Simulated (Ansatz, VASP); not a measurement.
## Cs: VASP beside Ansatz

The input INCAR:

```
SYSTEM = Cs
AGGAC    = 1.0          
AGGAX    = 1.0          
ALDAC    = 0.0          
ALDAX    = 1.0          
ALGO     = Normal         ! electronic algorithm
EDIFF    = 1E-7           ! SCF threshold, eV
ENCUT    = 520            ! plane-wave cutoff, eV
GGA      = B5             ! functional
ISIF     = 2              ! what is computed and relaxed
ISMEAR   = -1             ! smearing method
LASPH    = .TRUE.         ! aspherical terms in the spheres
LCHARG   = .FALSE.        ! write CHGCAR
LREAL    = .FALSE.        ! projectors in reciprocal space
LWAVE    = .FALSE.        ! write WAVECAR
NBANDS   = 10             ! bands
NELM     = 100            ! most SCF steps
PREC     = Accurate       ! precision mode
SIGMA    = 0.1            ! smearing width, eV
```

The input KPOINTS:

```
k-points
0
G
  7 7 7
  0 0 0
```

Contents of POSCAR:

```
Cs
1.0
    5.2048355281      0.0000000000      0.0000000000
    0.0000000000      5.2048355281      0.0000000000
    0.0000000000      0.0000000000      5.2048355281
Cs
1
Direct
    0.0000000000      0.0000000000      0.0000000000
```

Input for Ansatz:

```yaml
crystal:
  lattice:
    - [5.2048355281, 0.0, 0.0]
    - [0.0, 5.2048355281, 0.0]
    - [0.0, 0.0, 5.2048355281]
  atoms:
    - { symbol: Cs, position: [0.0, 0.0, 0.0] }
hamiltonian:
  xc: blyp
  pseudopotentials:
    kind: paw
    azcp:
      Cs: "pseudopotentials/Cs.paw.azcp"
basis:
  ecutwfc: 420
  fft_grid_basis: typed
kpoints:
  mp_grid: { grid: [7, 7, 7], shift: [0, 0, 0] }
magnetization:
  spin_polarized: false
scf:
  occupations: { method: fermi_dirac, width: 0.1 }
  lower_state_search: "off"
output:
  stress: true
```

Alike in both runs: task single point; functional BLYP; k mesh 7 × 7 × 7; occupations fermi-dirac, width 0.1 eV; no spin polarisation.

```csv
,VASP,Ansatz
version,VASP 6.6.1,Ansatz 0.2.0
potentials or method,"VASP PAW PBE potentials, release 64 (Cs_sv)","plane waves (420 eV) with PAW, scalar-relativistic"
plane-wave cutoff (eV),520,420
valence electrons in the cell,9,9
```

|  | VASP | Ansatz | Ansatz less VASP |
| --- | --- | --- | --- |
| pressure (GPa) | 0.0 | 0.1 | 0.00 |

Caveats: the PAW data sets were made with another functional, which shifts forces and pressure a little (VASP). Spin-orbit coupling is left out, which matters for the levels of Cs.
